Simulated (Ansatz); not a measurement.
# Ti: pressure against volume

Ti, Im-3m, a = 3.210 Å. This isn't the element's structure at ambient conditions. Ansatz: PBEsol, PAW, 420 eV, Γ-centred 18×18×18 mesh on 1 atom, Gaussian smearing 0.10 eV; no spin polarisation. Symmetry fixes shape and atoms, so the cell is only scaled; pressure is positive in compression.

| V (Å³/atom) | P (GPa) |
| --- | --- |
| 15.549 | ? |
| 16.045 | 3.61 |
| 16.542 | -0.01 |
| 17.038 | -3.20 |
| 17.534 | -6.00 |

Question: Take V0 = 16.542 Å³/atom, count pressures from its P0 = -0.01 GPa, fit the third-order Birch–Murnaghan form to the other rows, and predict the missing pressure.

Answer: With the Eulerian strain f = ½[(V0/V)^(2/3) − 1] and y = (P − P0)/[3f(1 + 2f)^(5/2)], the form is the line y = B0 + 1.5 B0 (B0′ − 4) f. Rows (f, y): 0.01027, 111.7; -0.00975, 114.6; -0.01904, 115.6. Means f = -0.006173, y = 113.97; Σ(Δf)² = 0.0004487, ΣΔfΔy = -0.06055; the slope is their ratio. y = 113.1 − 134.9 f GPa, so B0 = 113.1 GPa and B0′ = 4 + 2 × (-134.9)/(3 × 113.1) = 3.20. At V = 15.549, f = 0.02107, y = 110.26 and P = 7.72 GPa. The run gave 7.72 GPa, the same to the digits shown. The form still works here, 33 % of the fitted range beyond its end.